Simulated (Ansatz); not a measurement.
ZnS: a sublattice moved along a line

Computed with DFT PBEsol, scalar-relativistic, plane waves, PAW (Ansatz). The runs took a 420 eV cutoff, a Γ-centred 12×12×4 mesh and Gaussian smearing (0.05 eV). No spin polarisation. Energies are free energies at this smearing, counted from the undisturbed cell; pressure is positive in compression.

Zero of the scan (relaxed at this level):

```
Zn S
1.0
     3.78468    0.00000    0.00000
    -1.89234    3.27763    0.00000
     0.00000    0.00000   12.39269
Zn S
4 4
Direct
  0.00000 0.00000 0.00014
  0.00000 0.00000 0.50014
  0.33333 0.66667 0.25007
  0.66667 0.33333 0.75007
  0.00000 0.00000 0.18722
  0.00000 0.00000 0.68722
  0.33333 0.66667 0.43757
  0.66667 0.33333 0.93757
```

Every Zn atom is moved by x along the Cartesian unit vector (0.000, 0.000, 1.000); the cell and all other atoms stay fixed.

| x (Å) | ΔE (meV/cell) |
| --- | --- |
| -0.5000 | 1356.0 |
| -0.3750 | 946.4 |
| -0.2500 | 516.0 |
| -0.1250 | 157.1 |
| 0.0000 | 0.0 |
| 0.1250 | 231.9 |
| 0.2500 | 1132.6 |
| 0.3750 | 3135.0 |
| 0.4375 | 4750.9 |
| 0.5000 | 6929.5 |

**Question.** Predict the pressure (GPa) at each point.

**Answer.**
```tsv
x (Å)	pressure (GPa)
-0.5000	4.2
-0.3750	3.0
-0.2500	1.7
-0.1250	0.5
0.0000	0.0
0.1250	0.6
0.2500	3.1
0.3750	8.4
0.4375	12.5
0.5000	17.8
```

Cost: 10 runs of about 13 core-minutes in all, on Intel Xeon Processor @ 2.50GHz (Skylake/Cascade Lake) (shared hosts).